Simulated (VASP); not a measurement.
Runs of VASP 6.6.1 on C. The structure is cubic, space group Pm-3m (No. 221). Conventional cell: a = 2.620 Å, b = 2.620 Å, c = 2.620 Å, α = 90.00°, β = 90.00°, γ = 90.00°. C (site symmetry 4/mmm) is surrounded by 8 C at 1.85 Å. The cell was built by a generator and needn't be a form met in nature.

| task | level | potentials or basis | cell | k mesh | cutoff (eV) | smearing | k mesh for the DOS | occupations for the DOS | mesh quality | gap on the mesh (eV) | pressure (GPa) | relaxed volume (Å³/atom) |
| --- | --- | --- | --- | --- | --- | --- | --- | --- | --- | --- | --- | --- |
| relaxation of cell and atoms | PBEsol | VASP PAW PBE potentials, release 64 (C) | relaxed | 10 × 10 × 10 | 600 | fermi-dirac 0.05 eV | - | - | not flagged | none | 0.0 | (a) |
| core levels | PBE | VASP PAW PBE potentials, release 64 (C) | as given | 10 × 10 × 10 | 520 | gaussian 0.02 eV | - | - | not flagged | none | 4.4 | - |
| relaxation of cell and atoms | PW91 | VASP PAW PBE potentials, release 64 (C) | relaxed | 10 × 10 × 10 | 600 | fermi-dirac 0.05 eV | - | - | not flagged | none | 0.1 | 6.16 |
| relaxation of cell and atoms | BLYP | VASP PAW PBE potentials, release 64 (C) | relaxed | 10 × 10 × 10 | 600 | fermi-dirac 0.05 eV | - | - | not flagged | none | 0.1 | 6.75 |
| electron localisation function | PBE | VASP PAW PBE potentials, release 64 (C) | as given | 10 × 10 × 10 | 520 | gaussian 0.02 eV | - | - | not flagged | none | 4.4 | - |
| relaxation of cell and atoms | optB88-vdW | VASP PAW PBE potentials, release 64 (C) | relaxed | 10 × 10 × 10 | 600 | fermi-dirac 0.05 eV | - | - | not flagged | none | -0.1 | (b) |
| relaxation of cell and atoms | LDA | VASP PAW LDA potentials, release 64 (C) | relaxed | 10 × 10 × 10 | 600 | fermi-dirac 0.05 eV | - | - | not flagged | none | 0.2 | 5.61 |
| relaxation of cell and atoms | vdW-DF-cx | VASP PAW PBE potentials, release 64 (C) | relaxed | 10 × 10 × 10 | 600 | fermi-dirac 0.05 eV | - | - | not flagged | none | 0.0 | 6.09 |
| single point | PBE | VASP PAW PBE potentials, release 64 (C) | as given | 10 × 10 × 10 | 520 | fermi-dirac 0.05 eV | - | - | not flagged | none | (c) | - |
| relaxation of cell and atoms | AM05 | VASP PAW PBE potentials, release 64 (C) | relaxed | 10 × 10 × 10 | 600 | fermi-dirac 0.05 eV | - | - | not flagged | none | 0.0 | 5.66 |

Alike in all rows: no spin polarisation.

**Question.** Fill in the values left out.

**Answer.** (a) 5.75; (b) 6.38; (c) 3.0.

Caveats: the PAW data sets were made with another functional, which shifts forces and pressure a little (some runs).

A k mesh can miss the band edges.

A gap of «none» marks a metal or a gap under the smearing width.

Not every run made on this cell is shown here.
